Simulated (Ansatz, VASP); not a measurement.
GaSb in VASP and in Ansatz

```xyz
2
Lattice="0.0000 3.0649 3.0649 3.0649 0.0000 3.0649 3.0649 3.0649 0.0000" Properties=species:S:1:pos:R:3 pbc="T T T"
Ga    0.0000    0.0000    0.0000
Sb    4.5973    4.5973    4.5973
```

Alike in both runs: functional PBE; dispersion D3(BJ); k mesh 12 × 12 × 12; occupations gaussian, width 0.1 eV; no spin polarisation.

Ansatz relaxed the structure, and its values are those at the end. VASP's run is a single point on that final structure, the one shown.

|  | VASP | Ansatz |
| --- | --- | --- |
| version | VASP 6.6.1 | Ansatz 0.2.0 |
| potentials or method | VASP PAW PBE potentials, release 64 (Ga_d, Sb) | scalar-relativistic, plane waves, PAW |
| plane-wave cutoff (eV) | 520 | 420 |
| valence electrons in the cell | 18 | 28 |

|  | VASP | Ansatz | Ansatz less VASP |
| --- | --- | --- | --- |
| gap on the k mesh at the Fermi level (eV) | none | none | - |
| pressure (GPa) | 0.1 | 0.0 | -0.06 |

A gap of «none» marks a metal or a gap that the smearing closes. The two sets of potentials don't hold the same shells in valence.

Caveats: pairwise dispersion overbinds metals, which lowers pressure and volume; this crystal is a semiconductor, whose small gap the functional closes, so the metal is an error of the method. Spin-orbit coupling is left out, which matters for the levels of Sb.
